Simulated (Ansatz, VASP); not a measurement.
**BP in VASP and in Ansatz**

INCAR

```
SYSTEM = BP
  PREC = Accurate
  ENCUT = 520
  EDIFF = 1E-7
  ISMEAR = 0
  SIGMA = 0.02
  LREAL = .FALSE.
  LASPH = .TRUE.
  NELM = 60
  ALGO = Normal
  ISIF = 2
  LWAVE = .FALSE.
  LCHARG = .FALSE.
  GGA = PE
  NBANDS = 11
```

The input KPOINTS:

```
Automatic mesh
0
G
  10 10 10
  0 0 0
```

The input POSCAR:

```
BP
1.0
    0.0000000000      2.2511792064      2.2511792064
    2.2511792064      0.0000000000      2.2511792064
    2.2511792064      2.2511792064      0.0000000000
B P
1 1
Direct
    0.0000000000      0.0000000000      0.0000000000
    0.2500000000      0.2500000000      0.2500000000
```

Input for Ansatz:

```yaml
crystal:
  lattice:
    - [0.0, 2.2511792064, 2.2511792064]
    - [2.2511792064, 0.0, 2.2511792064]
    - [2.2511792064, 2.2511792064, 0.0]
  atoms:
    - { symbol: B, position: [0.0, 0.0, 0.0] }
    - { symbol: P, position: [0.25, 0.25, 0.25] }
basis:
  ecutwfc: 420
kpoints:
  mp_grid: { grid: [10, 10, 10] }
hamiltonian:
  xc: pbe
scf:
  occupations: { method: gaussian, width: 0.02 }
output:
  forces: true
  stress: true
  eigenvalues: true
```

Alike in both runs: task single point; functional PBE; k mesh 10 × 10 × 10; occupations gaussian, width 0.02 eV; no spin polarisation.

```csv
,VASP,Ansatz
version,VASP 6.6.1,Ansatz 0.2.0
potentials or method,"VASP PAW PBE potentials, release 64 (B, P)","scalar-relativistic, plane waves, PAW"
plane-wave cutoff (eV),520,420
valence electrons in the cell,8,8
```

```tsv
	VASP	Ansatz	Ansatz less VASP
gap on the k mesh at the Fermi level (eV)	1.21	1.21	+0.004
least direct gap on the mesh (eV)	3.44	3.44	+0.004
pressure (GPa)	5.0	5.2	+0.25
```

A k mesh can miss the band edges. A hybrid or GW would open this gap; PBE tends to underestimate it.
